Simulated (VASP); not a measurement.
Wanted: the native input for a VASP 6.6.1 run.

* Task: electric field gradients
* Functional: r2SCAN
* Potentials or basis: VASP PAW PBE potentials, release 64 (La)
* Cutoff: 520 eV
* k mesh: 11 × 11 × 11
* Occupations: fermi-dirac, width 0.03 eV
* Spin: no spin polarisation
* Dipole correction: no
* Further INCAR settings: ALGO = Normal; EDIFF = 1e-08; NBANDS = 12

The system is La.

```
CELL_PARAMETERS angstrom
-2.12383 2.12383 2.12383
2.12383 -2.12383 2.12383
2.12383 2.12383 -2.12383
ATOMIC_POSITIONS crystal
La 0.00000 0.00000 0.00000
```

This isn't the form of La at room conditions, which is double hcp.

One way to write it, as run:

POSCAR

```
La
1.0
   -2.1238310710      2.1238310710      2.1238310710
    2.1238310710     -2.1238310710      2.1238310710
    2.1238310710      2.1238310710     -2.1238310710
La
1
Direct
    0.0000000000      0.0000000000      0.0000000000
```

INCAR.step1

```
ALGO = Normal
EDIFF = 1E-4
ENCUT = 520
GGA = PE
ISMEAR = -1
LASPH = True
LCHARG = False
LREAL = False
LWAVE = True
NBANDS = 12
NELM = 80
PREC = Accurate
SIGMA = 0.03
```

INCAR.step2

```
ALGO = Normal
EDIFF = 1E-8
ENCUT = 520
ISIF = 2
ISMEAR = -1
ISTART = 1
LASPH = True
LCHARG = False
LEFG = True
LMIXTAU = True
LREAL = False
LWAVE = False
METAGGA = R2SCAN
NBANDS = 12
NELM = 80
PREC = Accurate
SIGMA = 0.03
```

KPOINTS

```
k-points
0
Gamma
  11 11 11
```

Potentials or basis: VASP PAW PBE potentials, release 64 (La).

The run is started by

```console
$ cat potpaw_PBE.64/La/POTCAR > POTCAR
$ cp INCAR.step1 INCAR
$ mpirun -np 1 vasp_std > vasp.out
$ cp INCAR.step2 INCAR
$ mpirun -np 1 vasp_std > vasp.out
```

It gave:

```yaml
Pressure: 0.1 GPa
Band_gap_on_the_k_mesh: none (metal or under the smearing width)
```

Caveat: the PAW data sets were made with another functional, which shifts forces and pressure a little.

Wall time 110 s on 1 thread of AMD EPYC 9R45 (Zen 5), with other jobs on the host, peak memory 0.16 GiB.
